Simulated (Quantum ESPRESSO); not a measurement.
# Ionisation energy and electron affinity at InP(110), part 5 of 6

Aim: the bulk band edges under the vacuum level at InP(110), before and after the surface relaxes.

Quantum ESPRESSO 7.5; plane-wave DFT, PBE, GBRV ultrasoft pseudopotentials.

So far. Step 8 (Macroscopic average): Where the running mean is not flat inside, average.x's window, rounded to the grid, doesn't match the spacings there. Step 9 (Projected density of states of the relaxed slab): The atomic orbitals miss 0.2 % of the occupied states; for empty states the projections can miss much more.

**10. Self-consistent run of the bulk crystal**

The bulk crystal in a cell of two such layers; its band edges will be hung on the mean potential.

System of this step: InP, zinc blende at a = 5.96 Å. The structure is cubic, space group F-43m (No. 216). The conventional cell has a = 5.960 Å, b = 5.960 Å, c = 5.960 Å, α = 90.00°, β = 90.00°, γ = 90.00°. Nearest to In lie 4 P at 2.58 Å. Nearest to P lie 4 In at 2.58 Å. Farther neighbours are not listed.

The input, a.in:

```
&control
  prefix = 'a'
  outdir = './out'
  pseudo_dir = './pseudo'
  calculation = 'scf'
  tprnfor = .true.
/
&system
  ibrav = 0
  nat = 4
  ntyp = 2
  ecutwfc = 40
  ecutrho = 200
  occupations = 'smearing'
  smearing = 'fd'
  degauss = 0.002
/
&electrons
  conv_thr = 1e-08
  mixing_beta = 0.4
  electron_maxstep = 120
/
ATOMIC_SPECIES
  In  114.8180  in_pbe_v1.4.uspp.F.UPF
  P   30.9738  p_pbe_v1.5.uspp.F.UPF
CELL_PARAMETERS angstrom
  5.96000000000000 0.00000000000000 0.00000000000000
  0.00000000000000 4.21435641587182 0.00000000000000
  0.00000000000000 0.00000000000000 4.21435641587182
ATOMIC_POSITIONS crystal
  In  0.000000000000 0.000000000000 0.000000000000
  P   0.250000000000 0.500000000000 0.000000000000
  In  0.500000000000 0.500000000000 0.500000000000
  P   0.750000000000 0.000000000000 0.500000000000
K_POINTS automatic
  6 8 8 0 0 0
```

Run with:

```sh
$ OMP_NUM_THREADS=1 mpirun -n 4 pw.x -nk 4 -in a.in > a.out
```

The log of the run:

```text
[banner, memory and clock lines left out]
Program PWSCF v.7.5 starts

          URL

     Found identity + ( -0.5000 -0.5000 -0.5000) symmetry
     This is a supercell, fractional translations are disabled
     Message from routine setup:
     using ibrav=0 with symmetry is DISCOURAGED, use correct ibrav instead

     G-vector sticks info

     bravais-lattice index     =            0
     lattice parameter (alat)  =      11.2628  a.u.
     unit-cell volume          =     714.3407 (a.u.)^3
     number of atoms/cell      =            4
     number of atomic types    =            2
     number of electrons       =        36.00
     number of Kohn-Sham states=           22
     kinetic-energy cutoff     =      40.0000  Ry
     charge density cutoff     =     200.0000  Ry
     scf convergence threshold =      1.0E-08
     mixing beta               =       0.4000
     number of iterations used =            8  plain     mixing
     Exchange-correlation=  SLA  PW   PBX  PBC
                           (   1   4   3   4   0   0   0)

     celldm(1)=  11.262768  celldm(2)=   0.000000  celldm(3)=   0.000000
     celldm(4)=   0.000000  celldm(5)=   0.000000  celldm(6)=   0.000000

     crystal axes: (cart. coord. in units of alat)
               a(1) = (   1.000000   0.000000   0.000000 )
               a(2) = (   0.000000   0.707107   0.000000 )
               a(3) = (   0.000000   0.000000   0.707107 )

     reciprocal axes: (cart. coord. in units 2 pi/alat)
               b(1) = (  1.000000  0.000000  0.000000 )
               b(2) = (  0.000000  1.414214  0.000000 )
               b(3) = (  0.000000  0.000000  1.414214 )

     PseudoPot. # 1 for In read from file:
     ./pseudo/in_pbe_v1.4.uspp.F.UPF
     Pseudo is Ultrasoft + core correction, Zval = 13.0
     Generated by new atomic code, or converted to UPF format
     Using radial grid of  889 points,  6 beta functions with:
                l(1) =   0
                l(2) =   0
                l(3) =   1
                l(4) =   1
                l(5) =   2
                l(6) =   2
     Q(r) pseudized with  6 coefficients,  rinner =    1.400   1.400   1.400
                                                       1.400   1.400

     PseudoPot. # 2 for P  read from file:
     ./pseudo/p_pbe_v1.5.uspp.F.UPF
     Pseudo is Ultrasoft + core correction, Zval =  5.0
     Generated by new atomic code, or converted to UPF format
     Using radial grid of  903 points,  6 beta functions with:
                l(1) =   0
                l(2) =   0
                l(3) =   1
                l(4) =   1
                l(5) =   2
                l(6) =   2
     Q(r) pseudized with  8 coefficients,  rinner =    1.300   1.300   1.300
                                                       1.300   1.300

     atomic species   valence    mass     pseudopotential
     In               13.00   114.81800     In( 1.00)
     P                 5.00    30.97380     P ( 1.00)

      8 Sym. Ops. (no inversion) found

   Cartesian axes

     site n.     atom                  positions (alat units)
         1        In     tau(   1) = (   0.0000000   0.0000000   0.0000000  )
         2        P      tau(   2) = (   0.2500000   0.3535534   0.0000000  )
         3        In     tau(   3) = (   0.5000000   0.3535534   0.3535534  )
         4        P      tau(   4) = (   0.7500000   0.0000000   0.3535534  )

     number of k points=    60  Fermi-Dirac smearing, width (Ry)=  0.0020
                       cart. coord. in units 2pi/alat
        k(    1) = (   0.0000000   0.0000000   0.0000000), wk =   0.0052083
        k(    2) = (   0.0000000   0.0000000   0.1767767), wk =   0.0208333
        k(    3) = (   0.0000000   0.0000000   0.3535534), wk =   0.0208333
        k(    4) = (   0.0000000   0.0000000   0.5303301), wk =   0.0208333
        k(    5) = (   0.0000000   0.0000000  -0.7071068), wk =   0.0104167
        k(    6) = (   0.0000000   0.1767767   0.1767767), wk =   0.0208333
        k(    7) = (   0.0000000   0.1767767   0.3535534), wk =   0.0416667
        k(    8) = (   0.0000000   0.1767767   0.5303301), wk =   0.0416667
        k(    9) = (   0.0000000   0.1767767  -0.7071068), wk =   0.0208333
        k(   10) = (   0.0000000   0.3535534   0.3535534), wk =   0.0208333
        k(   11) = (   0.0000000   0.3535534   0.5303301), wk =   0.0416667
        k(   12) = (   0.0000000   0.3535534  -0.7071068), wk =   0.0208333
        k(   13) = (   0.0000000   0.5303301   0.5303301), wk =   0.0208333
        k(   14) = (   0.0000000   0.5303301  -0.7071068), wk =   0.0208333
        k(   15) = (   0.0000000  -0.7071068  -0.7071068), wk =   0.0052083
        k(   16) = (   0.1666667   0.0000000   0.0000000), wk =   0.0104167
        k(   17) = (   0.1666667   0.0000000   0.1767767), wk =   0.0416667
        k(   18) = (   0.1666667   0.0000000   0.3535534), wk =   0.0416667
        k(   19) = (   0.1666667   0.0000000   0.5303301), wk =   0.0416667
        k(   20) = (   0.1666667   0.0000000  -0.7071068), wk =   0.0208333
        k(   21) = (   0.1666667   0.1767767   0.1767767), wk =   0.0416667
        k(   22) = (   0.1666667   0.1767767   0.3535534), wk =   0.0833333
        k(   23) = (   0.1666667   0.1767767   0.5303301), wk =   0.0833333
        k(   24) = (   0.1666667   0.1767767  -0.7071068), wk =   0.0416667
        k(   25) = (   0.1666667   0.3535534   0.3535534), wk =   0.0416667
        k(   26) = (   0.1666667   0.3535534   0.5303301), wk =   0.0833333
        k(   27) = (   0.1666667   0.3535534  -0.7071068), wk =   0.0416667
        k(   28) = (   0.1666667   0.5303301   0.5303301), wk =   0.0416667
        k(   29) = (   0.1666667   0.5303301  -0.7071068), wk =   0.0416667
        k(   30) = (   0.1666667  -0.7071068  -0.7071068), wk =   0.0104167
        k(   31) = (   0.3333333   0.0000000   0.0000000), wk =   0.0104167
        k(   32) = (   0.3333333   0.0000000   0.1767767), wk =   0.0416667
        k(   33) = (   0.3333333   0.0000000   0.3535534), wk =   0.0416667
        k(   34) = (   0.3333333   0.0000000   0.5303301), wk =   0.0416667
        k(   35) = (   0.3333333   0.0000000  -0.7071068), wk =   0.0208333
        k(   36) = (   0.3333333   0.1767767   0.1767767), wk =   0.0416667
        k(   37) = (   0.3333333   0.1767767   0.3535534), wk =   0.0833333
        k(   38) = (   0.3333333   0.1767767   0.5303301), wk =   0.0833333
        k(   39) = (   0.3333333   0.1767767  -0.7071068), wk =   0.0416667
        k(   40) = (   0.3333333   0.3535534   0.3535534), wk =   0.0416667
        k(   41) = (   0.3333333   0.3535534   0.5303301), wk =   0.0833333
[...]
5.4508   5.4508   8.2012   8.2012  11.0313  11.0315

          k = 0.3333 0.1768 0.1768 (  3045 PWs)   bands (ev):

    -7.8422  -7.7796  -7.7096  -7.7043  -7.6775  -7.6670  -7.6222  -7.6064
    -7.5951  -7.5831  -4.2423  -3.3140   1.7722   3.4084   4.1074   4.7041
     5.0862   5.9874   8.7464   9.3930   9.6787  10.3541

          k = 0.3333 0.1768 0.3536 (  3045 PWs)   bands (ev):

    -7.8366  -7.7953  -7.7033  -7.6998  -7.6864  -7.6712  -7.6121  -7.6040
    -7.5941  -7.5877  -3.9625  -3.1622   1.4239   2.5934   3.8769   4.8633
     4.9118   5.8403   8.6426   9.4976  10.5249  10.9405

          k = 0.3333 0.1768 0.5303 (  3047 PWs)   bands (ev):

    -7.8344  -7.8160  -7.6969  -7.6921  -7.6903  -7.6787  -7.6026  -7.6015
    -7.5908  -7.5895  -3.5696  -3.0663   1.0431   1.6828   4.0956   4.9607
     5.0629   5.3881   8.5275   9.0812  10.6573  10.7949

          k = 0.3333 0.1768-0.7071 (  3052 PWs)   bands (ev):

    -7.8299  -7.8299  -7.6923  -7.6923  -7.6859  -7.6859  -7.6006  -7.6006
    -7.5882  -7.5882  -3.2074  -3.2074   1.0918   1.0918   4.5999   4.5999
     5.1831   5.1831   8.6626   8.6626  10.7473  10.7473

          k = 0.3333 0.3536 0.3536 (  3055 PWs)   bands (ev):

    -7.8380  -7.8128  -7.6946  -7.6884  -7.6862  -7.6681  -7.6095  -7.6079
    -7.5936  -7.5909  -3.6944  -3.0043   1.3145   2.2785   3.4151   4.2466
     4.9045   5.4804   9.3398   9.4786  10.4683  11.2087

          k = 0.3333 0.3536 0.5303 (  3062 PWs)   bands (ev):

    -7.8431  -7.8322  -7.6873  -7.6820  -7.6756  -7.6682  -7.6129  -7.6088
    -7.5914  -7.5869  -3.3225  -2.8877   1.0836   1.6344   3.4428   4.0883
     4.9089   4.9792   9.0504   9.3493  10.4389  11.1535

          k = 0.3333 0.3536-0.7071 (  3058 PWs)   bands (ev):

    -7.8432  -7.8432  -7.6821  -7.6821  -7.6697  -7.6697  -7.6123  -7.6123
    -7.5862  -7.5862  -2.9929  -2.9929   1.1334   1.1334   3.8262   3.8262
     4.8212   4.8212   9.0351   9.0351  10.7891  10.7891

          k = 0.3333 0.5303 0.5303 (  3065 PWs)   bands (ev):

    -7.8540  -7.8492  -7.6779  -7.6740  -7.6592  -7.6572  -7.6204  -7.6177
    -7.5879  -7.5847  -2.9930  -2.7177   1.0099   1.3449   3.2326   3.7312
     4.4420   4.6288   8.9493   9.8049   9.9886  11.0402

          k = 0.3333 0.5303-0.7071 (  3062 PWs)   bands (ev):

    -7.8576  -7.8576  -7.6727  -7.6727  -7.6532  -7.6532  -7.6219  -7.6219
    -7.5843  -7.5843  -2.7370  -2.7370   1.0325   1.0325   3.5086   3.5086
     4.3032   4.3032   9.2674   9.2674  10.4524  10.4524

          k = 0.3333-0.7071-0.7071 (  3072 PWs)   bands (ev):

    -7.8637  -7.8637  -7.6686  -7.6686  -7.6480  -7.6480  -7.6247  -7.6247
    -7.5833  -7.5833  -2.6132  -2.6132   0.9225   0.9225   3.7548   3.7548
     3.7869   3.7869   9.6674   9.6674   9.8784   9.8784

          k =-0.5000 0.0000 0.0000 (  3046 PWs)   bands (ev):

    -7.8132  -7.8132  -7.6864  -7.6864  -7.6864  -7.6864  -7.6202  -7.6201
    -7.5869  -7.5869  -3.9963  -3.9963   3.0631   3.0631   5.0613   5.0613
     5.0613   5.0613   8.8833   8.8833   9.3480   9.3480

          k =-0.5000 0.0000 0.1768 (  3056 PWs)   bands (ev):

    -7.8120  -7.8120  -7.6907  -7.6907  -7.6877  -7.6877  -7.6165  -7.6165
    -7.5875  -7.5875  -3.9088  -3.9088   2.7419   2.7419   4.9735   4.9735
     5.1145   5.1145   9.0516   9.0516   9.6939   9.6939

          k =-0.5000 0.0000 0.3536 (  3066 PWs)   bands (ev):

    -7.8137  -7.8137  -7.6965  -7.6965  -7.6913  -7.6913  -7.6069  -7.6069
    -7.5888  -7.5888  -3.6748  -3.6748   1.9598   1.9598   5.0381   5.0381
     5.2501   5.2501   8.6756   8.6756  10.6108  10.6108

          k =-0.5000 0.0000 0.5303 (  3016 PWs)   bands (ev):

    -7.8212  -7.8212  -7.6968  -7.6968  -7.6945  -7.6945  -7.5952  -7.5952
    -7.5897  -7.5896  -3.3954  -3.3954   1.2028   1.2028   5.2967   5.2967
     5.3978   5.3978   8.0553   8.0553  11.0063  11.0063

          k =-0.5000 0.0000-0.7071 (  3004 PWs)   bands (ev):

    -7.8258  -7.8258  -7.6959  -7.6959  -7.6959  -7.6959  -7.5900  -7.5900
    -7.5899  -7.5899  -3.2597  -3.2597   0.8888   0.8888   5.4632   5.4632
     5.4633   5.4633   7.7387   7.7387  11.1683  11.1683

          k =-0.5000 0.1768 0.1768 (  3050 PWs)   bands (ev):

    -7.8116  -7.8115  -7.6932  -7.6932  -7.6880  -7.6880  -7.6136  -7.6136
    -7.5887  -7.5887  -3.8222  -3.8222   2.5559   2.5559   4.5299   4.5299
     5.3754   5.3754   9.3591   9.3591   9.8863   9.8863

          k =-0.5000 0.1768 0.3536 (  3066 PWs)   bands (ev):

    -7.8152  -7.8152  -7.6950  -7.6950  -7.6898  -7.6897  -7.6055  -7.6055
    -7.5916  -7.5916  -3.5909  -3.5909   1.9414   1.9414   4.3581   4.3581
     5.4923   5.4923   9.0323   9.0323  10.7960  10.7960

          k =-0.5000 0.1768 0.5303 (  3034 PWs)   bands (ev):

    -7.8241  -7.8241  -7.6933  -7.6933  -7.6906  -7.6906  -7.5956  -7.5956
    -7.5934  -7.5934  -3.3146  -3.3146   1.2424   1.2424   4.5711   4.5711
     5.4384   5.4384   8.5868   8.5868  10.9626  10.9626

          k =-0.5000 0.1768-0.7071 (  3040 PWs)   bands (ev):

    -7.8291  -7.8291  -7.6939  -7.6939  -7.6894  -7.6894  -7.5946  -7.5946
    -7.5902  -7.5902  -3.1805  -3.1805   0.9411   0.9411   4.7860   4.7860
     5.3057   5.3057   8.4189   8.4189  10.8588  10.8588

          k =-0.5000 0.3536 0.3536 (  3076 PWs)   bands (ev):

    -7.8226  -7.8226  -7.6906  -7.6906  -7.6845  -7.6845  -7.6023  -7.6023
    -7.5969  -7.5968  -3.3664  -3.3664   1.7416   1.7416   3.7368   3.7368
     5.4142   5.4142   9.2391   9.2391  11.3452  11.3453

          k =-0.5000 0.3536 0.5303 (  3044 PWs)   bands (ev):

    -7.8335  -7.8334  -7.6885  -7.6885  -7.6754  -7.6754  -7.6037  -7.6037
    -7.5938  -7.5938  -3.0987  -3.0987   1.2853   1.2853   3.6998   3.6998
     5.0915   5.0915   9.2823   9.2823  10.9121  10.9121

          k =-0.5000 0.3536-0.7071 (  3060 PWs)   bands (ev):

    -7.8389  -7.8389  -7.6883  -7.6882  -7.6716  -7.6716  -7.6055  -7.6055
    -7.5904  -7.5904  -2.9691  -2.9691   1.0398   1.0398   3.8412   3.8412
     4.8532   4.8532   9.3800   9.3800  10.5748  10.5748

          k =-0.5000 0.5303 0.5303 (  3058 PWs)   bands (ev):

    -7.8451  -7.8451  -7.6838  -7.6838  -7.6597  -7.6597  -7.6123  -7.6122
    -7.5915  -7.5915  -2.8419  -2.8419   1.1598   1.1598   3.3529   3.3529
     4.5588   4.5588   9.7400   9.7400  11.0710  11.0710

          k =-0.5000 0.5303-0.7071 (  3048 PWs)   bands (ev):

    -7.8503  -7.8503  -7.6818  -7.6818  -7.6541  -7.6540  -7.6150  -7.6150
    -7.5896  -7.5896  -2.7180  -2.7180   1.0293   1.0293   3.4142   3.4142
     4.2248   4.2248  10.0730  10.0730  10.7207  10.7207

          k =-0.5000-0.7071-0.7071 (  3080 PWs)   bands (ev):

    -7.8556  -7.8556  -7.6790  -7.6790  -7.6484  -7.6484  -7.6183  -7.6183
    -7.5889  -7.5889  -2.5971  -2.5971   0.9597   0.9597   3.6193   3.6193
     3.6696   3.6696  10.5263  10.5263  10.6564  10.6564

     the Fermi energy is     6.5964 ev

!    total energy              =    -298.05735598 Ry
     estimated scf accuracy    <          1.2E-09 Ry
     smearing contrib. (-TS)   =      -0.00000016 Ry
     internal energy E=F+TS    =    -298.05735582 Ry

     The total energy is F=E-TS. E is the sum of the following terms:
     one-electron contribution =    -116.01337420 Ry
     hartree contribution      =      81.81927575 Ry
     xc contribution           =     -87.40309325 Ry
     ewald contribution        =    -176.46016412 Ry

     convergence has been achieved in  12 iterations

     Forces acting on atoms (cartesian axes, Ry/au):

     atom    1 type  1   force =     0.00000000    0.00000000    0.00000000
     atom    2 type  2   force =    -0.00000001    0.00000000    0.00000000
     atom    3 type  1   force =     0.00000000    0.00000000    0.00000000
     atom    4 type  2   force =     0.00000001    0.00000000    0.00000000

     Total force =     0.000000     Total SCF correction =     0.000001
     SCF correction compared to forces is large: reduce conv_thr to get better values

     XML data file, charge density, pseudopotentials, collected wavefunctions

                                        0.00s GPU  (     722 calls)
```

It took 32 s on 4 MPI ranks of AMD EPYC 7R43, shared host; peak memory 0.44 GiB; 2.1 min of CPU time.

Read from the output:

```
free energy  : -4055.2769 eV
Fermi energy : 6.596 eV
```

The run needed 12 iterations to bring the estimated error under 1e-08 Ry.

[end of part 5 of 6]

[Logs are printed without paths, hosts, clocks, repeated set-up lines and the standing remarks that a program may print on its own settings, such as how far it seeks lower states.]

[Hosts, paths, dates, database ids (printed as entryN), source tags and the programs' standing remarks are cut or masked in the printed files.]

[Maps of the electrostatic potential energy from Ansatz leave out the sawtooth potential of an applied field or a dipole correction, so their vacuum need not be flat; planar profiles and work functions include it.]
